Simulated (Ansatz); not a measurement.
V3Si, space group Pm-3n, an SCF with error handling

With the Ansatz DFT code, driven from Python.

Interactive session:
```pycon
>>> import warnings
>>> import ansatz as az
>>> ECUT = 450
>>> FILLING = "Marzari-Vanderbilt"
>>> lattice = az.Lattice.of(
...     [4.732, 0.0, 0.0],
...     [0.0, 4.732, 0.0],
...     [0.0, 0.0, 4.732],
... )
>>> sites = [
...     ("V", [0.25, 0.0, 0.5]),
...     ("V", [0.5, 0.75, 0.0]),
...     ("V", [0.75, 0.0, 0.5]),
...     ("V", [0.5, 0.25, 0.0]),
...     ("V", [0.0, 0.5, 0.75]),
...     ("V", [0.0, 0.5, 0.25]),
...     ("Si", [0.0, 0.0, 0.0]),
...     ("Si", [0.5, 0.5, 0.5]),
... ]
>>> structure = az.Crystal(lattice=lattice)
>>> for symbol, position in sites:
...     structure = structure.atom(symbol, position)
...
>>> structure = structure.moments(V=1.0)
>>> job = (
...     structure.calculation()
...     .pseudopotentials("paw")
...     .basis(ECUT)
...     .kpoints(6)
...     .occupations(FILLING)
...     .spin(az.SpinTreatment.COLLINEAR)
... )
>>> with warnings.catch_warnings(record=True) as caught:
...     warnings.simplefilter("always")
...     outcome = job.forces().stress().run()
...
>>> for item in caught:
...     if issubclass(item.category, (az.RunWarning, az.DeckWarning)):
...         print(item.category.__name__, "-", str(item.message)[:120])
...
>>> data = outcome.report
>>> type(outcome).__name__, type(data).__name__
('RunOutcome', 'dict')
>>> data["converged"], data["free_energy_ev"]
(True, -18749.78271254824)
>>> doubts = data["published_state_doubts"]
>>> if doubts or data.get("closed_by") != "deck_thresholds":
...     print("rejected:", doubts, data.get("closed_by"))
... else:
...     print(f"accepted: F = {data['free_energy_ev']:.5f} eV")
...
rejected: ['stability_check_not_made'] deck_thresholds
```

What to keep in mind:
- Total energies depend on the potentials; only differences at equal settings carry meaning. A total without «per atom» is that of the cell as typed.
- The magnetic order follows from the starting moments and needn't be the lowest.
- The mesh is modest for a metal, so energies can be off by several to tens of meV an atom and pressures by half a GPa or more; differences at equal mesh fare better.
- No functional is typed, so the default, PBE, holds.
- The structure is a deposited one; some such entries were measured under pressure or heat, so a shift against it needn't be the functional's error alone.
- Run time: 41 s on 1 thread of Arm Neoverse V2, on a shared host, peak memory 0.59 GiB.
